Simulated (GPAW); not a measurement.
A run of GPAW 26.7.0 is set up as follows.

Contents of run.py:

```python
import numpy as np
from ase.dft.bandgap import bandgap
from ase.io import read, write
from gpaw import GPAW, PW
from gpaw.spinorbit import soc_eigenstates

atoms = read('Os.cif')

calc = GPAW(mode=PW(600),
            xc={'name': 'BEEF-vdW', 'backend': 'libvdwxc'},
            kpts={'size': (8, 8, 5), 'gamma': True},
            occupations={'name': 'fermi-dirac', 'width': 0.05},
            nbands=27,
            convergence={'density': 1e-05, 'energy': 1e-05},
            maxiter=150,
            txt='gpaw.txt')
atoms.calc = calc
energy = atoms.get_potential_energy()
forces = atoms.get_forces()
calc.write('gs.gpw')
write('result.traj', atoms)
print(f'Energy: {energy:.6f} eV')
print('Forces (eV/A):')
print(forces.round(4))
print('Fermi level:', round(calc.get_fermi_level(), 4), 'eV')
print(f'Gap: {bandgap(calc)[0]:.4f} eV, direct: {bandgap(calc, direct=True)[0]:.4f} eV')

path = atoms.cell.bandpath('GMKGALHA,LM,KH', npoints=80, eps=1e-4)
bs_calc = calc.fixed_density(kpts=path, symmetry='off', nbands=38,
                             convergence={'bands': 'CBM+6.0', 'eigenstates': 1e-6}, txt='bands.txt')
bs = bs_calc.band_structure()
bs.write('bs.json')
print(f'Gap on the path: {bandgap(bs_calc)[0]:.4f} eV')

soc = soc_eigenstates(bs_calc, theta=0, phi=0)
np.savetxt('soc_bands.dat', soc.eigenvalues(), fmt='%.4f')
mesh = soc_eigenstates('gs.gpw', theta=0, phi=0)
np.savetxt('soc_mesh.dat', mesh.eigenvalues(), fmt='%.4f')
print('Fermi level with spin-orbit coupling:', round(mesh.fermi_level, 4), 'eV')
```

The input Os.cif:

```cif
data_Os
_cell_length_a 2.73410000
_cell_length_b 2.73410000
_cell_length_c 4.31970000
_cell_angle_alpha 90.00000000
_cell_angle_beta 90.00000000
_cell_angle_gamma 120.00000000
_space_group_name_H-M_alt 'P1'
_space_group_name_Hall 'P 1'
_space_group_IT_number 1
loop_
_space_group_symop_operation_xyz
'x,y,z'
loop_
_atom_site_label
_atom_site_type_symbol
_atom_site_symmetry_multiplicity
_atom_site_Wyckoff_symbol
_atom_site_fract_x
_atom_site_fract_y
_atom_site_fract_z
_atom_site_occupancy
Os1 Os 1 a 0.6666666667 0.3333333333 0.7500000000 1
Os2 Os 1 a 0.3333333333 0.6666666667 0.2500000000 1
```

Potentials or basis: GPAW PAW data sets (gpaw-data 1.2.1), pw.

The run is started by

```bash
$ OMP_NUM_THREADS=1 python run.py
```

(1) Estimate the band gap along the path.

## Answers

(1) none (metal or under the smearing width).

Caveat: spin-orbit coupling was added after a scalar SCF, so levels and gaps hold it while energy, forces, pressure and moments don't; this program's spin-orbit splittings come out too wide for heavy elements; the PAW data sets were made with another functional, which shifts forces and pressure a little.
